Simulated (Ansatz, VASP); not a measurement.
# Zr in VASP and in Ansatz

File INCAR:

```
  PREC = Accurate
  ENCUT = 520
  EDIFF = 1E-7
  ISMEAR = 0
  SIGMA = 0.1
  LREAL = False
  LASPH = True
  NELM = 100
  ALGO = Normal
  ISIF = 2
  LWAVE = False
  LCHARG = False
  GGA = CA
  NBANDS = 19
```

File KPOINTS:

```
Automatic mesh
0
Gamma
  6 6 4
```

POSCAR

```
Zr
1.0
    3.2320000000      0.0000000000      0.0000000000
   -1.6160000000      2.7989941050      0.0000000000
    0.0000000000      0.0000000000      5.1470000000
Zr
2
Direct
    0.3333333333      0.6666666667      0.2500000000
    0.6666666667      0.3333333333      0.7500000000
```

Input for Ansatz:

```yaml
crystal:
  lattice:
    - [3.232, 0.0, 0.0]
    - [-1.616, 2.798994105, 0.0]
    - [0.0, 0.0, 5.147]
  atoms:
    - { symbol: Zr, position: [0.3333333333, 0.6666666667, 0.25] }
    - { symbol: Zr, position: [0.6666666667, 0.3333333333, 0.75] }
basis:
  ecutwfc: 420
kpoints:
  mp_grid: { grid: [6, 6, 4] }
hamiltonian:
  xc: lda
scf:
  occupations: { method: gaussian, width: 0.1 }
output:
  forces: true
  stress: true
  eigenvalues: true
```

Alike in both runs: task single point; functional LDA; k mesh 6 × 6 × 4; occupations gaussian, width 0.1 eV; no spin polarisation.

|  | VASP | Ansatz |
| --- | --- | --- |
| version | VASP 6.6.1 | Ansatz 0.2.0 |
| potentials or method | VASP PAW LDA potentials, release 64 (Zr_sv) | scalar-relativistic, plane waves, PAW |
| plane-wave cutoff (eV) | 520 | 420 |
| valence electrons in the cell | 24 | 24 |

```tsv
	VASP	Ansatz	Ansatz less VASP
gap on the k mesh at the Fermi level (eV)	none	none	-
pressure (GPa)	-6.3	-6.3	-0.08
largest component of the traceless stress (GPa)	0.43	0.43	-0.002
```

A gap of «none» marks a metal or a gap that the smearing closes.

Caveats: the k mesh is coarse (spacing up to 0.37 Å⁻¹), so the values aren't converged.
